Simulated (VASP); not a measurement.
Here is a VASP 6.6.1 calculation.

The input INCAR:

```
SYSTEM = Si2W
PREC = Accurate
ENCUT = 520
EDIFF = 1E-6
ISMEAR = -1
SIGMA = 0.08
LREAL = .FALSE.
LASPH = .TRUE.
NELM = 100
ALGO = Fast
ISIF = 2
LWAVE = .FALSE.
LCHARG = .TRUE.
GGA = PE
LELF = .TRUE.
LVHAR = .TRUE.
NBANDS = 18
```

File KPOINTS:

```
Automatic mesh
0
G
  9 9 9
  0 0 0
```

Contents of POSCAR:

```
Si2W
1.0
    0.0000000000      2.5148145737      2.5148145737
    2.5148145737      0.0000000000      2.5148145737
    2.5148145737      2.5148145737      0.0000000000
W Si
1 2
Direct
    0.0000000000      0.0000000000      0.0000000000
    0.2500000000      0.2500000000      0.2500000000
    0.7500000000      0.7500000000      0.7500000000
```

Potentials or basis: VASP PAW PBE potentials, release 64 (W_sv, Si).

Command:

```console
$ cat potpaw_PBE.64/W_sv/POTCAR potpaw_PBE.64/Si/POTCAR > POTCAR
$ mpirun -np 1 vasp_std > vasp.out
```

Task: Estimate the band gap on the k mesh.

Result: None (metal or under the smearing width).

Task: Estimate the pressure.

Result: 169.9 GPa.

Caveat: the cell as given lies far from equilibrium; so large a pressure means that the cell lies far from this level's equilibrium, or that cutoff or potentials fall short. The run has no spin-orbit coupling, so splittings on W are missing.
